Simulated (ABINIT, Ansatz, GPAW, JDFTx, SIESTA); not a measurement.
ZrB2: programs and potentials compared

```
CELL_PARAMETERS angstrom
3.17000 0.00000 0.00000
-1.58500 2.74530 0.00000
0.00000 0.00000 3.53300
ATOMIC_POSITIONS crystal
Zr 0.00055 0.02110 0.99126
B 0.65467 0.33004 0.49578
B 0.34214 0.66506 0.51411
```

Atoms were shifted at random by some hundredths of an Å from the given cell, which wasn't relaxed again for these runs.

Alike in all runs: task single point; functional PBEsol; k mesh 10 × 10 × 8; occupations fermi-dirac, width 0.05 eV; no spin polarisation; no spin-orbit coupling. Pressure is positive in compression and, in plane waves, holds the error of the finite cutoff.

| program and potentials | plane-wave cutoff (eV) | notes | band gap (eV) | pressure (GPa) | largest force (eV/Å) | energy over the undisturbed cell (meV/atom) |
| --- | --- | --- | --- | --- | --- | --- |
| GPAW, PAW data sets generated for this functional | 800 | - | no gap | -3.84 | 1.242 | 28.22 |
| Ansatz, all-electron LAPW, scalar-relativistic | - | - | no gap | -3.05 | 1.242 | - |
| JDFTx, PseudoDojo-SR-PBEsol-0.4.1-standard with smoothed tails | 1034 | - | no gap | -2.73 | 1.252 | 28.44 |
| SIESTA, files PseudoDojo sr-pbesol-0.4.1-standard, DZP (energy shift 0.003 Ry; two zetas on semicore shells) | - | atomic basis | no gap | -1.74 | 1.288 | 28.93 |
| ABINIT, PseudoDojo NC SR PBEsol v0.4.1 standard | 1034 | - | no gap | -2.73 | 1.252 | - |

Force on atom 3 (B), eV/Å:

| program and potentials | x | y | z |
| --- | --- | --- | --- |
| GPAW, PAW data sets generated for this functional | -0.912 | 0.436 | -0.722 |
| Ansatz, all-electron LAPW, scalar-relativistic | -0.909 | 0.437 | -0.724 |
| JDFTx, PseudoDojo-SR-PBEsol-0.4.1-standard with smoothed tails | -0.919 | 0.439 | -0.728 |
| SIESTA, files PseudoDojo sr-pbesol-0.4.1-standard, DZP (energy shift 0.003 Ry; two zetas on semicore shells) | -0.972 | 0.444 | -0.719 |
| ABINIT, PseudoDojo NC SR PBEsol v0.4.1 standard | -0.919 | 0.439 | -0.728 |

None finds a gap. The pressure spans -3.84 (GPAW, PAW data sets generated for this functional) to -1.74 GPa (SIESTA, files PseudoDojo sr-pbesol-0.4.1-standard, DZP (energy shift 0.003 Ry; two zetas on semicore shells)), with all-electron results at -3.05. Rows in atomic bases carry the error of their basis and grid, which can be large.

Differences between rows come from potentials, basis sets and numerical settings, since the functional is the same but for its coding. Runs on potential files found faulty are left out.
